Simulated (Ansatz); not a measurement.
Computed with Ansatz, DFT PBE, scalar-relativistic, plane waves, PAW. All cells share a 420 eV cutoff and Γ-centred k meshes spaced at most about 0.3 Å⁻¹ (about 0.25 or finer for metals, 2π included). No spin polarisation in the final relaxations.

All energies are static (0 K, no zero-point motion).

Two forms of InGa3P4 were relaxed alike.

A.

```
CELL_PARAMETERS angstrom
3.96537 0.00000 0.00000
0.00000 3.96537 0.00000
0.00000 0.00000 11.28802
ATOMIC_POSITIONS crystal
In 0.50000 0.50000 0.00000
Ga 0.00000 0.00000 0.74024
Ga 0.00000 0.00000 0.25976
Ga 0.50000 0.50000 0.50000
P 0.50000 0.00000 0.85914
P 0.00000 0.50000 0.14086
P 0.50000 0.00000 0.37995
P 0.00000 0.50000 0.62005
```

B.

```
CELL_PARAMETERS angstrom
5.27276 0.00000 0.00000
0.00000 5.27276 0.00000
0.00000 0.00000 5.27276
ATOMIC_POSITIONS crystal
In 0.50000 0.50000 0.50000
Ga 0.00000 0.00000 0.50000
Ga 0.50000 0.00000 0.00000
Ga 0.00000 0.50000 0.00000
P 0.50000 0.50000 0.00000
P 0.00000 0.50000 0.50000
P 0.50000 0.00000 0.50000
P 0.00000 0.00000 0.00000
```

Question: Which would you expect to be lower, and how large is the difference?

Answer: A is lower, by 0.39 eV/atom. A has In and Ga ordered on zinc blende sites, space group P-4m2 (No. 115), 22.2 Å³/atom and a gap of 1.11 eV on its mesh; B has In and Ga ordered on rock salt sites, space group Pm-3m (No. 221), 18.3 Å³/atom and no gap. Counting P atoms around Ga and In (those within 1.25 times the shortest such distance or 1.15 times the sum of covalent radii), A has In 4, Ga 4 and B has In 6, Ga 6. The lower one is the more open, so pressure narrows the difference. Both come from invented guesses.

Kohn–Sham gaps at this level usually fall short of measured ones. Cells relaxed within their symmetry can be saddle points.
